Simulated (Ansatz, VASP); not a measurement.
# SnO2 in two plane-wave programs, part 2 of 2

Aim: how closely do two programs agree when they are given the same cell, functional and k mesh? The cell is taken from a series of runs on this material, whose earlier steps may have relaxed, scaled, displaced or heated it; both programs get it as it stands.

VASP 6.6.1 and Ansatz 0.2.0.

So far. Step 2 (VASP: single point, PBEsol): The run ends at a pressure of -6.15 GPa, with forces up to 0.085 eV/Å.

## (5) VASP: single point, RPBE

Level of this step: RPBE; plane waves and PAW (Sn_d, O) (VASP).

A single point gives forces, pressure and levels at one fixed geometry, so differences don't come from the geometry; what else differs is listed under the comparison.

File INCAR:

```
SYSTEM = SnO2
PREC = Accurate
ENCUT = 600
EDIFF = 1E-06
NELM = 120
ISMEAR = -1
SIGMA = 0.02
LREAL = .FALSE.
ALGO = Normal
GGA = RP
NBANDS = 64
LORBIT = 11
LWAVE = .FALSE.
LCHARG = .FALSE.
ISIF = 2
LASPH = .TRUE.
GGA_COMPAT = .FALSE.
EFERMI = MIDGAP
KPAR = 2
```

File POSCAR:

```
SnO2
1.0
   -3.2488970000      3.4144700000      3.4140210000
    3.2488970000     -3.4144700000      3.4140210000
    3.2488970000      3.4144700000     -3.4140210000
Sn O
4 8
Direct
    0.5000000000      0.0000000000      0.0000000000
    0.5000000000      0.5000000000      0.5000000000
    0.0035990000      0.7535990000      0.2500000000
    0.9964010000      0.2464010000      0.7500000000
    0.8064960000      0.8037740000      0.4972780000
    0.8064960000      0.3092180000      0.0027220000
    0.3024350000      0.2459400000      0.0564950000
    0.6894450000      0.2459400000      0.4435050000
    0.3105550000      0.7540600000      0.5564950000
    0.1935040000      0.6907820000      0.9972780000
    0.6975650000      0.7540600000      0.9435050000
    0.1935040000      0.1962260000      0.5027220000
```

File KPOINTS:

```
Automatic mesh
0
Gamma
6 6 6
0 0 0
```

PAW data sets: Sn_d and O (PBE family, release 64).

The run is started by

```bash
mpirun -np 2 vasp_std
```

Numbers of over 12 decimals in the logs are rounded to 6 here.

Output:

```text
[banner, memory and clock lines left out]
running    2 mpi-ranks, on    1 nodes
[...]
[... a notice as in an earlier step ...]

 LDA part: xc-table for (Slater+PW92), standard interpolation
 POSCAR, INCAR and KPOINTS ok, starting setup
[...]
entering main loop
       N       E                     dE             d eps       ncg     rms          rms(c)
DAV:   1     0.170451088453E+04    0.17045E+04   -0.52915E+04  6848   0.279E+03
DAV:   2     0.296082023769E+03   -0.14084E+04   -0.13332E+04  6128   0.856E+02
DAV:   3    -0.505815764451E+02   -0.34666E+03   -0.33801E+03  6464   0.295E+02
DAV:   4    -0.811717245869E+02   -0.30590E+02   -0.30254E+02  7272   0.957E+01
[...]
DAV:  12    -0.699778007834E+02   -0.18006E-04   -0.60027E-05  8600   0.424E-02    0.213E-02
DAV:  13    -0.699777961531E+02    0.46303E-05   -0.37734E-05  7984   0.574E-02    0.441E-03
DAV:  14    -0.699777970596E+02   -0.90650E-06   -0.32775E-06  5552   0.883E-03
   1 F= -.69977797E+02 E0= -.69977797E+02  d E =-.159748E-09
```

From OUTCAR (step 5):

```text
  Total        3.0300192      3.3951625      3.4217945      0.0000000     -0.0000000      0.0000000
  in kB       32.0457573     35.9075456     36.1892078      0.0000000     -0.0000000      0.0000000
  external PRESSURE =      34.7141702 kB  Pullay stress =       0.0000000 kB

 POSITION                                       TOTAL-FORCE (eV/Angst)
 -----------------------------------------------------------------------------------
     -1.62445      1.70724      1.70701        -0.000000      0.000000      0.000000
      1.62445      1.70724      1.70701        -0.000000      0.000000      0.000000
      3.24890     -1.70723      1.73158        -0.000000     -0.000000     -0.056290
      0.00000      5.12171      1.68244        -0.000000      0.000000      0.056290
      1.60676      1.70724      3.79978         0.027815      0.000000     -0.012765
     -1.60676      1.70723      3.79978        -0.027815      0.000000     -0.012765
     -0.00000      0.38580      1.67929        -0.000000     -0.011989      0.031475
      0.00000      3.02867      1.67929        -0.000000      0.011989      0.031475
      3.24890      0.38580      1.73473        -0.000000     -0.011989     -0.031475
      4.85566      1.70723     -0.38576         0.027815      0.000000      0.012765
      3.24890      3.02867      1.73473        -0.000000      0.011989     -0.031475
      1.64214      1.70723     -0.38576        -0.027815     -0.000000      0.012765
 -----------------------------------------------------------------------------------
    total drift:                                0.000000      0.000000     -0.000000

  FREE ENERGIE OF THE ION-ELECTRON SYSTEM (eV)
  ---------------------------------------------------
  free  energy   TOTEN  =       -69.9777970596 eV

  energy  without entropy=      -69.9777970595  energy(sigma->0) =      -69.97779706

[... 2 parts as in an earlier step ...]

[... 1 further part left out ...]
[key lines of the parts left out:]
E-fermi :   5.9857
```

The run ends at a pressure of 3.47 GPa, with forces up to 0.056 eV/Å.

## (6) Ansatz: single point, RPBE

The same cell, functional, mesh and smearing now go to Ansatz, which takes its cutoff from its data sets.

The cell is taken from a series of runs on this material, whose earlier steps may have relaxed, scaled, displaced or heated it; both programs get it as it stands.

File input.yaml:

```yaml
crystal:
  lattice:
    - [-3.248897, 3.41447, 3.414021]
    - [3.248897, -3.41447, 3.414021]
    - [3.248897, 3.41447, -3.414021]
  atoms:
    - { symbol: Sn, position: [0.5, 0.0, 0.0] }
    - { symbol: Sn, position: [0.5, 0.5, 0.5] }
    - { symbol: Sn, position: [0.003599, 0.753599, 0.25] }
    - { symbol: Sn, position: [0.996401, 0.246401, 0.75] }
    - { symbol: O, position: [0.806496, 0.803774, 0.497278] }
    - { symbol: O, position: [0.806496, 0.309218, 0.002722] }
    - { symbol: O, position: [0.302435, 0.24594, 0.056495] }
    - { symbol: O, position: [0.689445, 0.24594, 0.443505] }
    - { symbol: O, position: [0.310555, 0.75406, 0.556495] }
    - { symbol: O, position: [0.193504, 0.690782, 0.997278] }
    - { symbol: O, position: [0.697565, 0.75406, 0.943505] }
    - { symbol: O, position: [0.193504, 0.196226, 0.502722] }
kpoints:
  mp_grid: { grid: [6, 6, 6] }
  band_path:
    path:
      - [[0.0, 0.0, 0.0], [0.5, -0.5, 0.5], [0.476342, -0.476342, 0.523658]]
      - [[-0.476342, 0.476342, 0.476342], [0.0, 0.0, 0.0], [0.499934, 0.499934, -0.499934]]
      - [[0.500066, -0.499934, 0.499934], [0.5, -0.5, 0.5]]
      - [[0.0, 0.0, 0.0], [0.0, 0.5, 0.0], [0.25, 0.25, 0.25], [0.5, 0.0, 0.0], [0.0, 0.0, 0.0]]
    npoints: 10
scf:
  occupations: { method: fermi_dirac, width: 0.02 }
  n_extra_bands: 28
hamiltonian:
  xc: rpbe
  pseudopotentials: { kind: paw }
output:
  forces: true
  stress: true
  dos:
    projected: true
    de: 0.05
    e_range: [-28, 12]
    nscf_kmesh: { grid: [8, 8, 8] }
  fatbands: true
```

The run is started by

```bash
ansatz run input.yaml --threads 4 --pin off --max-ram 8192MiB --backend cpu --events-out ev --progress --plain --runs-dir out
```

Output:

```text
[...]
Crystal: 12 atoms, lattice volume = 151.491 Å³
Basis set: ecut = 420 eV, 2975 PW (Γ), exchange–correlation on 80×80×80 points (8 copies of the dense FFT grid, shifted against one another)
Bands: 80, of which v1, the nominal top of the filled ones, is band 52 counted from 1 (51 counted from 0)
Symmetry: 8 space group operations
[...]
k-points: 46 of 216
[...]
k-point 0: bands = [... 48 lower, 8.0713, 8.1157, 8.1232, 8.8348, 9.5517, 13.2445, 13.2470, 14.5932, ... 24 higher]
  k-point 1: bands = [... 48 lower, 8.0415, 8.0730, 8.1312, 8.7341, 10.3700, 13.3817, 13.4600, 14.6003, ... 24 higher]
  k-point 2: bands = [... 48 lower, 8.0146, 8.1043, 8.1898, 8.5443, 11.7057, 13.4602, 13.9955, 14.6458, ... 24 higher]
  k-point 45: bands = [... 48 lower, 7.6721, 7.6734, 7.9999, 8.0015, 13.1554, 13.1563, 14.4596, 14.4663, ... 24 higher]
[key lines of the parts left out:]
SCF converged after 6 iterations
Free energy (F): -28683.933221 eV
Fermi energy:    9.193864 eV
P = ⅓ Tr σ = 3.1006 GPa (31.006 kbar)
```

## (7) Differences

Both answers:

| quantity | Ansatz | VASP | difference |
| --- | --- | --- | --- |
| pressure (GPa) | 3.10 | 3.47 | -0.37 |
| gap on the k mesh (eV) | 0.717 | 0.705 | +0.012 |

Forces on 9 of the 12 atoms, those with the largest forces and the largest differences (eV/Å; atoms numbered as in POSCAR):

| atom | Ansatz x, y, z | VASP x, y, z |
| --- | --- | --- |
| Sn3 | 0.000, 0.000, -0.057 | 0.000, 0.000, -0.056 |
| Sn4 | 0.000, 0.000, 0.057 | 0.000, 0.000, 0.056 |
| O5 | 0.029, 0.000, 0.003 | 0.028, 0.000, -0.013 |
| O6 | -0.029, 0.000, 0.003 | -0.028, 0.000, -0.013 |
| O7 | 0.000, 0.004, 0.033 | 0.000, -0.012, 0.031 |
| O8 | 0.000, -0.004, 0.033 | 0.000, 0.012, 0.031 |
| O9 | 0.000, 0.004, -0.033 | 0.000, -0.012, -0.031 |
| O11 | 0.000, -0.004, -0.033 | 0.000, 0.012, -0.031 |
| O12 | -0.029, 0.000, -0.003 | -0.028, 0.000, 0.013 |

The forces differ by 7.5 meV/Å r.m.s., which is 37.0 % of the r.m.s. force of 0.020 eV/Å (both taken over all components). A gap on the mesh is an upper bound, since the band edges may lie between its points.

## (8) Results

```yaml
r_m_s_force_difference_single_point_pbesol: 6.8 meV/Å
difference_in_gap_on_the_k_mesh_single_point_rpbe: 0.012 eV
r_m_s_force_difference_single_point_rpbe: 7.5 meV/Å
```

What this shows: The r.m.s. force difference is 7.5 meV/Å (single point, RPBE), within the 12 meV/Å picked in this series as the mark of a large difference. Such differences can come from data sets, numerical settings and the points named under the comparisons, not from the functional's error against experiment.

[Lines on the potential files, build, host, timing and source positions are cut from VASP's logs without a mark.]

[Logs are printed without paths, hosts, clocks, repeated set-up lines and the standing remarks that a program may print on its own settings, such as how far it seeks lower states.]

[Hosts, paths, dates, database ids (printed as entryN), source tags and the programs' standing remarks are cut or masked in the printed files.]
